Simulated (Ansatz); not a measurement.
The system is NaF (Villiaumite).

```
Na F
1.0
     0.00000    2.32000    2.32000
     2.32000    0.00000    2.32000
     2.32000    2.32000    0.00000
Na F
1 1
Cartesian
  0.0000 0.0000 0.0000
  2.3200 2.3200 2.3200
```

Base run:

```yaml
Program: Ansatz 0.2.0
Functional: PBEsol
Potentials_or_basis: all-electron LAPW, scalar-relativistic
Cutoff: 262 eV (chosen from the basis error)
Basis_error_allowed: 0.001 eV/atom
k_mesh: 10 × 10 × 10
Occupations: gaussian, width 0.05 eV
Spin: no spin polarisation
```

Its results: band gap on the k mesh 6.15 eV, direct; pressure -0.3 GPa.

Problem. The run is repeated on the same cell with these changes: functional from PBEsol to PBE; occupations from gaussian, width 0.05 eV to gaussian, width 0.1 eV. What comes out?

Solution. Band gap on the k mesh 6.29 eV, direct; pressure 1.9 GPa.

A k mesh can miss the band edges.
